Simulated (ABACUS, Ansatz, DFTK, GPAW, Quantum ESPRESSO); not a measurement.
**CsPbCl3: 6 runs at one level of theory**

```
Pb Cs Cl
1.0
     5.60500    0.00000    0.00000
     0.00000    5.60500    0.00000
     0.00000    0.00000    5.60500
Pb Cs Cl
1 1 3
Direct
  0.50000 0.50000 0.50000
  0.00000 0.00000 0.00000
  0.50000 0.00000 0.50000
  0.00000 0.50000 0.50000
  0.50000 0.50000 0.00000
```

Alike in all runs: task single point; functional PBE; k mesh 5 × 5 × 5; occupations fermi-dirac, width 0.05 eV; no spin polarisation; no spin-orbit coupling. Pressure is positive in compression and, in plane waves, holds the error of the finite cutoff, which Ansatz's Pulay term estimates and takes out.

| program and potentials | plane-wave cutoff (eV) | notes | pressure (GPa) |
| --- | --- | --- | --- |
| ABACUS, PseudoDojo NC SR 0.4.1 PBE standard, plane waves | 857 | - | 1.74 |
| Quantum ESPRESSO, SSSP 1.3 efficiency PBE | 748 | - | 1.71 |
| GPAW, GPAW PAW data sets (gpaw-data 1.2.1) | 600 | - | 1.61 |
| Ansatz, all-electron LAPW, scalar-relativistic | - | - | 1.74 |
| DFTK, PseudoDojo SR PBE 0.4.1 standard (PBE) | 925 | - | 1.75 |
| Ansatz, Ansatz PAW (earlier soft set) | 420 | - | 1.73 |

The pressure spans 1.61 (GPAW, GPAW PAW data sets (gpaw-data 1.2.1)) to 1.75 GPa (DFTK, PseudoDojo SR PBE 0.4.1 standard (PBE)), with all-electron results at 1.74.

Differences between rows come from potentials, basis sets and numerical settings, since the functional is the same but for its coding. Runs on potential files found faulty are left out.
